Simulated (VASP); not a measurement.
# HfN (Fm-3m) in VASP: notebook

The runs below take HfN through relaxation of cell and atoms, with r2SCAN+rVV10.

Everything below comes from runs of VASP 6.6.1. Logs are shortened: lines on timing, memory, paths and dates and some standing lists are left out, and cuts for length are marked.

### 1 Starting point

The structure is cubic, space group Fm-3m (No. 225). Conventional cell: a = 4.512 Å, b = 4.512 Å, c = 4.512 Å, α = 90.00°, β = 90.00°, γ = 90.00°. Hf (site symmetry m-3m) is surrounded by 6 N at 2.26 Å. N (site symmetry m-3m) is surrounded by 6 Hf at 2.26 Å.

### 2 Relaxation of cell and atoms, r2SCAN+rVV10

Input file INCAR:

```
ALGO     = Normal         # electronic algorithm
BPARAM   = 11.95        
CPARAM   = 0.0093       
EDIFF    = 1E-7           # SCF threshold, eV
EDIFFG   = -0.002         # ionic threshold
ENCUT    = 520            # plane-wave cutoff, eV
IBRION   = 2              # ionic algorithm
ISIF     = 3              # what is computed and relaxed
ISMEAR   = 0              # smearing method
IVDW_NL  = 2            
LASPH    = T              # aspherical terms in the spheres
LCHARG   = F              # write CHGCAR
LMIXTAU  = T            
LREAL    = F              # projectors in reciprocal space
LUSE_VDW = T            
LWAVE    = F              # write WAVECAR
METAGGA  = R2SCAN         # meta-GGA
NELM     = 80             # most SCF steps
NSW      = 80             # ionic steps
PREC     = Accurate       # precision mode
SIGMA    = 0.02           # smearing width, eV
```

Input file KPOINTS:

```
k-points
0
Gamma
  12 12 12
```

Input file POSCAR:

```
HfN
1.0
    0.0000000000      2.2560000000      2.2560000000
    2.2560000000      0.0000000000      2.2560000000
    2.2560000000      2.2560000000      0.0000000000
Hf N
1 1
Direct
    0.0000000000      0.0000000000      0.0000000000
    0.5000000000      0.5000000000      0.5000000000
```

Potentials or basis: VASP PAW PBE potentials, release 64 (Hf_pv, N).

The run is started by

```console
$ cat potpaw_PBE.64/Hf_pv/POTCAR potpaw_PBE.64/N/POTCAR > POTCAR
$ mpirun -np 1 vasp_std > vasp.out
```

OUTCAR:

```text
BPARAM = 11.95
   EDIFF = 1E-7
   EDIFFG = -0.002
   ENCUT = 520
   IBRION = 2
   ISIF = 3
   ISMEAR = 0
   IVDW_NL = 2
   LASPH = T
   LREAL = F
   METAGGA = R2SCAN
   NELM = 80
   NSW = 80
   PREC = Accurate

 ion  position               nearest neighbor table
   1  0.000  0.000  0.000-   2 2.26   2 2.26   2 2.26   2 2.26   2 2.26   2 2.26
   2  0.500  0.500  0.500-   1 2.26   1 2.26   1 2.26   1 2.26   1 2.26   1 2.26

  LATTYP: Found a face centered cubic cell.
 ALAT       =     4.5120000000

  Lattice vectors:

 A1 = (   0.0000000000,   2.2560000000,   2.2560000000)
 A2 = (   2.2560000000,   0.0000000000,   2.2560000000)
 A3 = (   2.2560000000,   2.2560000000,   0.0000000000)

Analysis of symmetry for initial positions (statically):
=====================================================================
 Subroutine PRICEL returns:
 Original cell was already a primitive cell.

 Routine SETGRP: Setting up the symmetry group for a
 face centered cubic supercell.

 Subroutine GETGRP returns: Found 48 space group operations
 (whereof 48 operations were pure point group operations)
 out of a pool of 48 trial point group operations.

The static configuration has the point symmetry O_h .

Analysis of symmetry for dynamics (positions and initial velocities):
=====================================================================
 Subroutine PRICEL returns:
 Original cell was already a primitive cell.

 Routine SETGRP: Setting up the symmetry group for a
 face centered cubic supercell.

 Subroutine GETGRP returns: Found 48 space group operations
 (whereof 48 operations were pure point group operations)
 out of a pool of 48 trial point group operations.

The dynamic configuration has the point symmetry O_h .

 Subroutine INISYM returns: Found 48 space group operations
 (whereof 48 operations are pure point group operations),
 and found     1 'primitive' translations

----------------------------------------------------------------------------------------

                                     Primitive cell

  volume of cell :      22.9640

  direct lattice vectors                    reciprocal lattice vectors
     0.000000000  2.256000000  2.256000000    -0.221631206  0.221631206  0.221631206
     2.256000000  0.000000000  2.256000000     0.221631206 -0.221631206  0.221631206
     2.256000000  2.256000000  0.000000000     0.221631206  0.221631206 -0.221631206

  length of vectors
     3.190465797  3.190465797  3.190465797     0.383876509  0.383876509  0.383876509

  position of ions in fractional coordinates (direct lattice)
     0.000000000  0.000000000  0.000000000
     0.500000000  0.500000000  0.500000000

  ion indices of the primitive-cell ions
   primitive index   ion index
                 1           1
                 2           2

----------------------------------------------------------------------------------------

 KPOINTS: k-points

Automatic generation of k-mesh.
 Grid dimensions read from file:
 generate k-points for:   12   12   12

 Generating k-lattice:

  Cartesian coordinates                     Fractional coordinates (reciprocal lattice)
    -0.018469267  0.018469267  0.018469267     0.083333333  0.000000000  0.000000000
     0.018469267 -0.018469267  0.018469267     0.000000000  0.083333333  0.000000000
     0.018469267  0.018469267 -0.018469267     0.000000000  0.000000000  0.083333333

  Length of vectors
     0.031989709  0.031989709  0.031989709

  Shift w.r.t. Gamma in fractional coordinates (k-lattice)
     0.000000000  0.000000000  0.000000000

 Subroutine IBZKPT returns following result:
 ===========================================

 Found     72 irreducible k-points:

 Following reciprocal coordinates:
            Coordinates               Weight
  0.000000  0.000000  0.000000      1.000000
  0.083333  0.000000  0.000000      8.000000
  0.166667  0.000000  0.000000      8.000000
  0.250000  0.000000  0.000000      8.000000
  0.333333  0.000000  0.000000      8.000000
  0.416667  0.000000  0.000000      8.000000
[... 16 lines left out ...]
  0.500000  0.166667  0.000000     24.000000
 -0.416667  0.166667  0.000000     24.000000
 [... further k-points ...]
   k-points           NKPTS =     72   k-points in BZ     NKDIM =     72   number of bands    NBANDS=     11
   number of dos      NEDOS =    301   number of ions     NIONS =      2
   total plane-waves  NPLWV =  13824
   dimension x,y,z NGX =    24 NGY =   24 NGZ =   24
   dimension x,y,z NGXF=    48 NGYF=   48 NGZF=   48
   ions per type =               1   1
   NGX,Y,Z   is equivalent  to a cutoff of  12.51, 12.51, 12.51 a.u.
   NGXF,Y,Z  is equivalent  to a cutoff of  25.01, 25.01, 25.01 a.u.
 SYSTEM =  unknown system
   PREC   = accura    normal or accurate (medium, high low for compatibility)
   ISTART =      0    job   : 0-new  1-cont  2-samecut
   ICHARG =      2    charge: 1-file 2-atom 10-const
   ISPIN  =      1    spin polarized calculation?
   LNONCOLLINEAR =      F non collinear calculations
   LSORBIT =      F    spin-orbit coupling
   LASPH  =      T    aspherical Exc in radial PAW
   ENCUT  =  520.0 eV  38.22 Ry    6.18 a.u.   5.93  5.93  5.93*2*pi/ulx,y,z
   NELM   =     80;   NELMIN=  2; NELMDL= -5     # of ELM steps
   EDIFF  = 0.1E-06   stopping-criterion for ELM
   LREAL  =      F    real-space projection
   EDIFFG = -.2E-02   stopping-criterion for IOM
   NSW    =     80    number of steps for IOM
   IBRION =      2    ionic relax: 0-MD 1-quasi-New 2-CG
   NFREE  =      1    steps in history (QN), initial steepest desc. (CG)
   ISIF   =      3    stress and relaxation
   ISYM   =      2    0-nonsym 1-usesym 2-fastsym
   POTIM  = 0.5000    time-step for ionic-motion
   TEBEG  =    0.0;   TEEND  =   0.0 temperature during run
   PSTRESS=    0.0 pullay stress
   NELECT =      15.0000    total number of electrons
   NUPDOWN=      -1.0000    fix difference up-down
   EMIN   =  10.00;   EMAX   =-10.00  energy-range for DOS
   EFERMI =   0.00;   METHOD = LEGACY
   ISMEAR =     0;   SIGMA  =   0.02  broadening in eV -4-tet -1-fermi 0-gaus
   EFERMI_NEDOS =   21; number of points for ismear=-14 and -15
   IALGO  =     38    algorithm
   IMIX   =      4    mixing-type and parameters
     AMIX     =   0.40;   BMIX     =  1.00
     AMIX_MAG =   1.60;   BMIX_MAG =  1.00
  volume/ion in A,a.u.               =      11.48        77.48
  Fermi-wavevector in a.u.,A,eV,Ry     =   1.420440  2.684242 27.451783  2.017649
  Thomas-Fermi vector in A             =   2.541355
   LORBIT       =      0    0 simple, 1 ext, 2 COOP (PROOUT), +10 PAW based schemes
   METAGGA = R2SCAN    functional components
   LHFCALC =     F    Hartree Fock is set to
   AEXX    =    0.0000 exact exchange contribution
   IVDW_NL    =     2    kernel type
   BPARAM     =11.9500
   IVDW    =     0    specifies the selected vdW correction
   LEPSILON=     F    determine dielectric tensor
   LRPA    =     F    only Hartree local field effects (RPA)
 conjugate gradient relaxation of ions
 non-spin polarized calculation
 Gauss-broadening in eV      SIGMA  =   0.02
  energy-cutoff  :      520.00
  volume of cell :       22.96
 maximum number of plane-waves:       636
   NGX = 11   NGY = 11   NGZ = 11

--------------------------------------- Ionic step        1  -------------------------------------------

 number of electron      15.0000001 magnetization

 Free energy of the ion-electron system (eV)
  ---------------------------------------------------
  ext. energy  EPLUGINS =         0.00000000
  ---------------------------------------------------
  free energy    TOTEN  =       -58.01918846 eV

  energy without entropy =      -58.01918813  energy(sigma->0) =      -58.01918830

------------------------ aborting loop because EDIFF is reached ----------------------------------------

  FORCE on cell =-STRESS in cart. coord.  units (eV):
  Direction    XX          YY          ZZ          XY          YZ          ZX
  --------------------------------------------------------------------------------------
  -------------------------------------------------------------------------------------
  Total       -0.2208805     -0.2208805     -0.2208805     -0.0000000      0.0000000      0.0000000
  in kB      -15.4106381    -15.4106381    -15.4106381     -0.0000000      0.0000000      0.0000000
  external PRESSURE =     -15.4106381 kB  Pullay stress =       0.0000000 kB

 VOLUME and BASIS-vectors are now :
 -----------------------------------------------------------------------------
  energy-cutoff  :      520.00
  volume of cell :       22.96
      direct lattice vectors                 reciprocal lattice vectors
     0.000000000  2.256000000  2.256000000    -0.221631206  0.221631206  0.221631206
     2.256000000  0.000000000  2.256000000     0.221631206 -0.221631206  0.221631206
     2.256000000  2.256000000  0.000000000     0.221631206  0.221631206 -0.221631206
[... 73 lines left out ...]
 POSITION                                       TOTAL-FORCE (eV/Angst)
 -----------------------------------------------------------------------------------
      0.00000      0.00000      0.00000         0.000000      0.000000      0.000000
      2.25228      2.25228      2.25228        -0.000000     -0.000000     -0.000000
 -----------------------------------------------------------------------------------
    total drift:                                0.000000     -0.000000     -0.000000

  FREE ENERGIE OF THE ION-ELECTRON SYSTEM (eV)
  ---------------------------------------------------
  free  energy   TOTEN  =       -58.0197195411 eV

  energy  without entropy=      -58.0197192552  energy(sigma->0) =      -58.01971940

--------------------------------------- Ionic step        4  -------------------------------------------

 number of electron      15.0000001 magnetization

 Free energy of the ion-electron system (eV)
  ---------------------------------------------------
  ext. energy  EPLUGINS =         0.00000000
  ---------------------------------------------------
  free energy    TOTEN  =       -58.01971819 eV

  energy without entropy =      -58.01971791  energy(sigma->0) =      -58.01971805

 E-fermi :   8.6248     XC(G=0): -13.6424

 val. band max:        8.5744963080   @ k =  -0.0833   0.0833   0.0000
 cond. band min:       8.6777111615   @ k =  -0.1667   0.2500   0.0833
 fundamental gap:      0.1032148534
 Fermi energy:         8.6248445080

 k-point     1 :       0.0000    0.0000    0.0000
  band No.  band energies     occupation
      1     -23.8622      2.00000
      2     -23.8622      2.00000
      3     -23.8622      2.00000
      4     -10.1632      2.00000
      5       5.1582      2.00000
      6       5.1582      2.00000
      7       5.1582      2.00000
      8       8.2548      2.00000
      9       8.2548      2.00000
     10       8.2548      2.00000
     11      10.6420      0.00000

 k-point     2 :       0.0833    0.0000    0.0000
  band No.  band energies     occupation
      1     -23.9368      2.00000
      2     -23.8680      2.00000
      3     -23.8680      2.00000
      4     -10.0000      2.00000
      5       4.4901      2.00000
      6       4.7603      2.00000
      7       4.7603      2.00000
      8       8.4273      2.00000
      9       8.4922      2.00000
     10       8.4922      2.00000
     11      11.1816      0.00000
[... 295 lines left out ...]
 k-point    24 :      -0.4167    0.1667    0.0000
  band No.  band energies     occupation
      1     -24.7612      2.00000
      2     -24.1229      2.00000
      3     -23.9826      2.00000
      4      -7.7768      2.00000
      5      -0.0915      2.00000
      6       2.1628      2.00000
      7       2.2523      2.00000
      8      10.7788      0.00000
      9      11.5335      0.00000
     10      12.2126      0.00000
     11      15.0966      0.00000

 [... further k-points ...]
[... 5 lines left out ...]
  --------------------------------------------------------------------------------------
  -------------------------------------------------------------------------------------
  Total       -0.0001883     -0.0001883     -0.0001883     -0.0000000      0.0000000      0.0000000
  in kB       -0.0132100     -0.0132100     -0.0132100     -0.0000000      0.0000000      0.0000000
  external PRESSURE =      -0.0132100 kB  Pullay stress =       0.0000000 kB

 VOLUME and BASIS-vectors are now :
 -----------------------------------------------------------------------------
  energy-cutoff  :      520.00
  volume of cell :       22.84
      direct lattice vectors                 reciprocal lattice vectors
     0.000000000  2.252055367  2.252055367    -0.222019408  0.222019408  0.222019408
     2.252055367  0.000000000  2.252055367     0.222019408 -0.222019408  0.222019408
     2.252055367  2.252055367  0.000000000     0.222019408  0.222019408 -0.222019408

 POSITION                                       TOTAL-FORCE (eV/Angst)
 -----------------------------------------------------------------------------------
      4.50411      2.25206      2.25206        -0.000000      0.000000      0.000000
      2.25206      2.25206      2.25206         0.000000     -0.000000     -0.000000
 -----------------------------------------------------------------------------------
    total drift:                                0.000000     -0.000000     -0.000000

  FREE ENERGIE OF THE ION-ELECTRON SYSTEM (eV)
  ---------------------------------------------------
  free  energy   TOTEN  =       -58.0197181950 eV

  energy  without entropy=      -58.0197179116  energy(sigma->0) =      -58.01971805

 reached required accuracy - stopping structural energy minimisation
```

Run time: 4.4 min. Hardware: 1 thread of Intel Xeon Platinum 8488C (Sapphire Rapids), shared host; peak memory 0.23 GiB.

Results:

```yaml
Free_energy: -58.0197 eV
Relaxed_volume: 11.42 Å³/atom
Relaxed_cell: a = 3.185 Å, b = 3.185 Å, c = 3.185 Å, α = 60.00°, β = 60.00°, γ = 60.00°
Space_group_after_relaxing_to_0.05_Å: Fm-3m (No. 225)
Energy_gained_by_relaxing: 0.3 meV/atom
Ionic_steps: 4
Pressure_after_relaxing: 0.0 GPa
Band_gap_on_the_k_mesh: none (metal or under the smearing width)
```

Step by step:
| step | energy change (eV) | largest force (eV/Å) | pressure (GPa) | volume (Å³) |
| --- | --- | --- | --- | --- |
| 1 | 0.0000 | 0.0000 | -1.54 | 22.96 |
| 2 | 0.0020 | 0.0000 | 3.27 | 22.60 |
| 3 | -0.0005 | 0.0000 | -0.09 | 22.85 |
| 4 | -0.0005 | 0.0000 | 0.00 | 22.84 |

Final structure:
```yaml
crystal:
  lattice:
    - [0.00000, 2.25206, 2.25206]
    - [2.25206, 0.00000, 2.25206]
    - [2.25206, 2.25206, 0.00000]
  atoms:
    - { symbol: Hf, position: [0.00000, 0.00000, 0.00000] }
    - { symbol: N, position: [0.50000, 0.50000, 0.50000] }
```

Caveat: the PAW data sets were made with another functional, which shifts forces and pressure a little. The run has no spin-orbit coupling, so splittings on Hf are missing.

### 3 Relaxation of cell and atoms, r2SCAN+rVV10

This run uses another cell than the first one, of 11.42 Å³/atom, 0.995 times its volume.

INCAR is that of step 2.

KPOINTS is that of step 2.

Input file POSCAR:

```
HfN                                     
1.0
    0.0000000000      2.2520553672      2.2520553672
    2.2520553672      0.0000000000      2.2520553672
    2.2520553672      2.2520553672      0.0000000000
  Hf              N             
     1     1
Direct
     0.0000000000000000    1.0000000000000000    1.0000000000000000
     0.5000000000000000    0.5000000000000000    0.5000000000000000
```

Potentials or basis: VASP PAW PBE potentials, release 64 (Hf_pv, N).

The run is started by

```console
$ cat potpaw_PBE.64/Hf_pv/POTCAR potpaw_PBE.64/N/POTCAR > POTCAR
$ mpirun -np 1 vasp_std > vasp.out
```

Wall time 1.8 min (1 thread of Intel Xeon Platinum 8488C (Sapphire Rapids), shared host); peak memory 0.23 GiB.

Results (log left out):

| Quantity | Value |
| --- | --- |
| Free energy | -58.0196 eV |
| Pressure after relaxing | 0.0 GPa |
| Band gap on the k mesh | none (metal or under the smearing width) |

Final structure:
```yaml
crystal:
  lattice:
    - [0.00000, 2.25206, 2.25206]
    - [2.25206, 0.00000, 2.25206]
    - [2.25206, 2.25206, 0.00000]
  atoms:
    - { symbol: Hf, position: [0.00000, 0.00000, 0.00000] }
    - { symbol: N, position: [0.50000, 0.50000, 0.50000] }
```

Levels at points of the mesh, in eV from the Fermi level:
| k point | band 5 | band 6 | band 7 | band 8 | band 9 | band 10 | band 11 |
| --- | --- | --- | --- | --- | --- | --- | --- |
| (0.00, 0.00, 0.00) | -3.47 | -3.47 | -3.47 | -0.37 | -0.37 | -0.37 | 2.02 |
| (0.50, 0.00, 0.00) | -9.44 | -6.73 | -6.73 | 3.41 | 3.81 | 3.81 | 4.61 |
| (0.50, 0.50, 0.00) | -5.97 | -4.17 | -4.17 | -3.97 | 4.18 | 5.62 | 5.62 |

Caveat: the relaxation stopped at its first step, so nothing moved; the PAW data sets were made with another functional, which shifts forces and pressure a little.
